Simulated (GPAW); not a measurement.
# Cu2O (Cuprite) (Pn-3m) in GPAW: single point with RPBE

Aim: the single point of Cu2O (Cuprite) with RPBE.

Everything below comes from runs of GPAW 26.7.0. Logs are shortened: lines on timing, memory, paths and dates and some standing lists are left out, and cuts for length are marked. The log counts tension as positive stress, the text compression.

## Step 1: The cell of the first run

It takes space group Pn-3m (No. 224, cubic). The conventional cell has a = 4.260 Å, b = 4.260 Å, c = 4.260 Å, α = 90.00°, β = 90.00°, γ = 90.00°. Cu (site symmetry -3m) is surrounded by 2 O at 1.84 Å. Around O (site symmetry -43m) lie 4 Cu at 1.84 Å.

## Step 2: Single point, RPBE (the cell as VASP's run set it)

run.py

```python
from ase import Atoms
from ase.dft.bandgap import bandgap
from ase.io import write
from ase.units import GPa
from gpaw import GPAW, PW

atoms = Atoms(['Cu', 'Cu', 'Cu', 'Cu', 'O', 'O'],
              cell=[[4.26, 0.0, 0.0],
                    [0.0, 4.26, 0.0],
                    [0.0, 0.0, 4.26]],
              scaled_positions=[[0.75, 0.25, 0.75],
                                [0.25, 0.25, 0.25],
                                [0.25, 0.75, 0.75],
                                [0.75, 0.75, 0.25],
                                [0.5, 0.5, 0.5],
                                [0.0, 0.0, 0.0]],
              pbc=True)

calc = GPAW(mode=PW(800),
            xc='RPBE',
            kpts={'size': (6, 6, 6), 'gamma': True},
            occupations={'name': 'methfessel-paxton', 'order': 0, 'width': 0.02},
            nbands=51,
            convergence={'density': 1e-05, 'energy': 1e-05},
            maxiter=150,
            txt='gpaw.txt')
atoms.calc = calc
energy = atoms.get_potential_energy()
forces = atoms.get_forces()
stress = atoms.get_stress()
calc.write('gs.gpw')
write('result.traj', atoms)
print(f'Energy: {energy:.6f} eV')
print('Forces (eV/A):')
print(forces.round(4))
print('Stress (GPa):', (stress / GPa).round(3))
print('Fermi level:', round(calc.get_fermi_level(), 4), 'eV')
print(f'Gap: {bandgap(calc)[0]:.4f} eV, direct: {bandgap(calc, direct=True)[0]:.4f} eV')
```

Potentials or basis: the program's PAW data sets (release 1.2.1) made for this functional, pw.

Started as:

```sh
> OMP_NUM_THREADS=1 python run.py
```

gpaw.txt:

```text
__  _  _
 | _ |_)|_||  |
 |__||  | ||/\| - 26.7.0

Input parameters:
  mode=PW(ecut=800.0),
  convergence={'density': 1e-05, 'energy': 1e-05},
  kpts=MonkhorstPack(size=(6, 6, 6), gamma=True),
  maxiter=150,
  nbands=51,
  occupations=Occupations(name='methfessel-paxton', order=0, width=0.02),
  xc=XC(name='RPBE')

Diagonalizing LCAO Hamiltonian
Converting LCAO to pw mode
    .---------.
   /|         |
  / | Cu      |
 *  |         |
 |  |  O CuCu |
 |  .---------.
 | /Cu       /
 |/         /
 O---------*

Atoms  # Å, Bohr magnetons
|   | symbol |        x |        y |        z |    initial magnetic moments |
|---|--------|----------|----------|----------|-----------------------------|
| 0 |     Cu | 3.195000 | 1.065000 | 3.195000 | ( 0.0000,  0.0000,  0.0000) |
| 1 |     Cu | 1.065000 | 1.065000 | 1.065000 | ( 0.0000,  0.0000,  0.0000) |
| 2 |     Cu | 1.065000 | 3.195000 | 3.195000 | ( 0.0000,  0.0000,  0.0000) |
| 3 |     Cu | 3.195000 | 3.195000 | 1.065000 | ( 0.0000,  0.0000,  0.0000) |
| 4 |      O | 2.130000 | 2.130000 | 2.130000 | ( 0.0000,  0.0000,  0.0000) |
| 5 |      O | 0.000000 | 0.000000 | 0.000000 | ( 0.0000,  0.0000,  0.0000) |

Unit cell  # Å
| periodic |        x |        y |        z |  lengths |    angles |
|----------|----------|----------|----------|----------|-----------|
|      yes | 4.260000 | 0.000000 | 0.000000 | 4.260000 | 90.000000 |
|      yes | 0.000000 | 4.260000 | 0.000000 | 4.260000 | 90.000000 |
|      yes | 0.000000 | 0.000000 | 4.260000 | 4.260000 | 90.000000 |

Number of symmetries: 24
Symmetry operations  # r_c * U_cc + t_c -> r_c
|    | kind |            matrix            |
|----|------|------------------------------|
|  0 |  E   |  1, 0, 0,  0, 1, 0,  0, 0, 1 |
|  1 |  σ   |  1, 0, 0,  0, 0, 1,  0, 1, 0 |
|  2 |  σ   |  1, 0, 0,  0, 0,-1,  0,-1, 0 |
|  3 |  C2  |  1, 0, 0,  0,-1, 0,  0, 0,-1 |
|  4 |  σ   |  0, 1, 0,  1, 0, 0,  0, 0, 1 |
|  5 |  C3  |  0, 1, 0,  0, 0, 1,  1, 0, 0 |
|  6 |  C3  |  0, 1, 0,  0, 0,-1, -1, 0, 0 |
|  7 |  S4  |  0, 1, 0, -1, 0, 0,  0, 0,-1 |
|  8 |  C3  |  0, 0, 1,  1, 0, 0,  0, 1, 0 |
|  9 |  σ   |  0, 0, 1,  0, 1, 0,  1, 0, 0 |
| 10 |  S4  |  0, 0, 1,  0,-1, 0, -1, 0, 0 |
| 11 |  C3  |  0, 0, 1, -1, 0, 0,  0,-1, 0 |
| 12 |  C3  |  0, 0,-1,  1, 0, 0,  0,-1, 0 |
| 13 |  σ   |  0, 0,-1,  0, 1, 0, -1, 0, 0 |
| 14 |  S4  |  0, 0,-1,  0,-1, 0,  1, 0, 0 |
| 15 |  C3  |  0, 0,-1, -1, 0, 0,  0, 1, 0 |
| 16 |  S4  |  0,-1, 0,  1, 0, 0,  0, 0,-1 |
| 17 |  C3  |  0,-1, 0,  0, 0, 1, -1, 0, 0 |
| 18 |  C3  |  0,-1, 0,  0, 0,-1,  1, 0, 0 |
| 19 |  σ   |  0,-1, 0, -1, 0, 0,  0, 0, 1 |
| 20 |  C2  | -1, 0, 0,  0, 1, 0,  0, 0,-1 |
| 21 |  S4  | -1, 0, 0,  0, 0, 1,  0,-1, 0 |
| 22 |  S4  | -1, 0, 0,  0, 0,-1,  0, 1, 0 |
| 23 |  C2  | -1, 0, 0,  0,-1, 0,  0, 0, 1 |

BZ-sampling:
  Number of BZ points: 216
  Number of IBZ points: 20

  Monkhorst-Pack size: [6, 6, 6]
  Monkhorst-Pack shift: [0.08333333333333333, 0.08333333333333333, 0.08333333333333333]

K-points  # in reciprocal-cell coordinates
|     |                                coordinates |     weight |
|-----|--------------------------------------------|------------|
|   0 | (  0.00000000,   0.00000000,   0.00000000) | 0.00462963 |
|   1 | (  0.16666667,   0.00000000,   0.00000000) | 0.02777778 |
|   2 | (  0.16666667,   0.16666667,   0.00000000) | 0.05555556 |
|   3 | (  0.16666667,   0.16666667,   0.16666667) | 0.03703704 |
|   4 | (  0.33333333,   0.00000000,   0.00000000) | 0.02777778 |
|   5 | (  0.33333333,   0.16666667,   0.00000000) | 0.11111111 |
|   6 | (  0.33333333,   0.16666667,   0.16666667) | 0.11111111 |
|   7 | (  0.33333333,   0.33333333,   0.00000000) | 0.05555556 |
|   8 | (  0.33333333,   0.33333333,   0.16666667) | 0.11111111 |
|   9 | (  0.33333333,   0.33333333,   0.33333333) | 0.03703704 |
| ... |                                            |            |
|  19 | (  0.50000000,   0.50000000,   0.50000000) | 0.00462963 |

Plane wave coefficients: 4012
Cutoff: 800.0 eV

Spin-components: 1 (collinear spins)
Bands:           51
Projectors:      34
Spin-degeneracy: 2
Datatype:        complex128

Parallelization:
  kpt:    1
  domain: 1
  band:   1

Density:
  Valence electrons: 56.0
  Components: 1
  Grid points: [28 28 28]
  Charge: 0.0  # |e|

Potential:
  Grid points: [28 28 28]

species:
  Cu:
    name:    Copper
    Z:       29.0
    valence: 11
    core:    18
    charge:  0.0  # [|e|]
    compensation charges:
      type: gauss
      rc: 0.33  # [Å]
      lmax: 2
    cutoffs:
      filter: 2.06  # [Å]
      core: 2.43  # [Å]
    projectors
    | kind |    occ | energy [eV] | rcut [Å] |
    |------|--------|-------------|----------|
    |   4s |  1.000 |      -4.495 |    1.164 |
    |   4p |  0.000 |      -0.718 |    1.164 |
    |   3d | 10.000 |      -4.953 |    1.058 |
    |    s |        |      22.716 |    1.164 |
    |    p |        |      26.494 |    1.164 |
    |    d |        |      22.259 |    1.058 |

    Using partial waves for Cu as LCAO basis

  O:
    name:    Oxygen
    Z:       8.0
    valence: 6
    core:    2
    charge:  0.0  # [|e|]
    compensation charges:
      type: gauss
      rc: 0.21  # [Å]
      lmax: 2
    cutoffs:
      filter: 1.17  # [Å]
      core: 0.83  # [Å]
    projectors
    | kind |    occ | energy [eV] | rcut [Å] |
    |------|--------|-------------|----------|
    |   2s |  2.000 |     -24.041 |    0.688 |
    |   2p |  4.000 |      -8.984 |    0.598 |
    |    s |        |       3.170 |    0.688 |
    |    p |        |      18.228 |    0.598 |
    |    d |        |       0.000 |    0.619 |

    Using partial waves for O as LCAO basis

Reference energy: -184194.475810  # eV

eigensolver:
  PPCG
  Converge bands: occupied
  niter=2

density mixing:
  MSR1-Mixer
  Pratt-step length: 0.05
  Maximum mixing coefficient: 0.75
  Old densities: 10
  SVD Regularization: 0.005
  Good broyden scale: 1.0
  Trust region scale: 1.0
  Backstep threshold: 4.0
  History deletion threshold: 6.0
  Fourier metric: weight=20.0, sigma=0.015

occupation numbers:
  Methfessel-Paxton:
    width: 0.0200  # eV
    order: 0

poisson solver:
  ecut: 6400.0  # eV

xc functional:
  name: RPBE with 2 nearest neighbor stencil

convergence criteria:
[... 6 lines left out ...]
|iter     | |      energy | eigst |  dens |
|---------|-|-------------|-------|-------|
|iter:   1| |  -30.656615 | +0.39 |       |
|iter:   2| |  -28.322947 | -1.55 | -0.98 |
|iter:   3| |  -24.777747 | -1.16 | -1.08 |
|iter:   4| |  -24.721193 | -2.95 | -1.70 |
|iter:   5| |  -24.704050 | -3.47 | -1.88 |
|iter:   6| |  -24.703586 | -4.14 | -2.35 |
|iter:   7| |  -24.703649c| -5.65 | -3.09 |
|iter:   8| |  -24.703672c| -6.01 | -3.61 |
|iter:   9| |  -24.703672c| -6.80 | -4.23 |
|iter:  10| |  -24.703671c| -7.49c| -4.43 |
|iter:  11| |  -24.703671c| -7.45c| -4.80 |
|iter:  12| |  -24.703671c| -8.30c| -5.81c|

Converged in 12 steps
Energy contributions relative to reference atoms: (reference = -184194.475810)

Energy contributions:
  Kinetic:          -5.227103
  Coulomb:          -4.004627
  Zero:              0.772667
  External:          0.000000
  Xc:              -16.244609
  Entropy:          -0.000000
  Spinorbit:         0.000000
  ----------------------------
  Free energy:     -24.703671
  Extrapolated:    -24.703671

dipole moment: (-11.955333, -11.955333, -11.955333)  # |e|*Ang

Fermi level: 5.739
Eigenvalues  # (at kpt = [0.000, 0.000, 0.000])
| band index |      eig [eV] | occ [0-2] |
|------------|---------------|-----------|
|          0 |       -14.688 |     2.000 |
|        ... |               |           |
|         20 |         3.751 |     2.000 |
|         21 |         3.751 |     2.000 |
|         22 |         3.937 |     2.000 |
|         23 |         3.937 |     2.000 |
|         24 |         3.937 |     2.000 |
|         25 |         5.522 |     2.000 |
[... 8 lines left out ...]
|         34 |        14.876 |     0.000 |
|         35 |        14.876 |     0.000 |
|        ... |               |           |
|         50 |        28.859 |     0.000 |

Gap: 0.550 eV
Transition (v -> c):
  (s=0, k=0, n=27, [0.00, 0.00, 0.00]) -> (s=0, k=0, n=28, [0.00, 0.00, 0.00])
No difference between direct/indirect transitions

Forces  # eV/Ang
|        x |        y |        z |
|----------|----------|----------|
| -0.00001 |  0.00001 | -0.00001 |  # Cu   0
|  0.00001 |  0.00001 |  0.00001 |  # Cu   1
|  0.00001 | -0.00001 | -0.00001 |  # Cu   2
| -0.00001 | -0.00001 |  0.00001 |  # Cu   3
|  0.00000 |  0.00000 |  0.00000 |  # O    4
| -0.00000 | -0.00000 | -0.00000 |  # O    5

Stress tensor  # eV/Ang^3
|         x |         y |         z |
|-----------|-----------|-----------|
| -0.063351 |  0.000000 |  0.000000 |
|  0.000000 | -0.063351 |  0.000000 |
|  0.000000 |  0.000000 | -0.063351 |

# Writing to gs.gpw (mode='')
```

Run time: 33 s. Hardware: 1 thread of AMD EPYC 9R45 (Zen 5), shared host; peak memory 0.26 GiB.

What came out:

```yaml
Free_energy: -24.7037 eV
Pressure: 10.2 GPa
Band_gap_on_the_k_mesh: 0.55 eV, direct
```

Levels at points of the mesh, in eV from the valence-band top:
```
           k point  band 26  band 27  band 28  band 29  band 30  band 31
(0.00, 0.00, 0.00)     0.00     0.00     0.00     0.55     1.25     1.25
(0.50, 0.00, 0.00)    -1.21    -0.39    -0.39     2.28     2.28     4.25
(0.50, 0.50, 0.00)    -1.22    -0.66    -0.66     1.94     1.94     3.87
(0.50, 0.50, 0.50)    -0.57    -0.57    -0.57     2.47     2.47     2.47
```

Caveat: with this Cu data set, volumes or pressures lay over 1.5 % or 2 GPa off other programs in two to four cells of ten. A k mesh can miss the band edges.
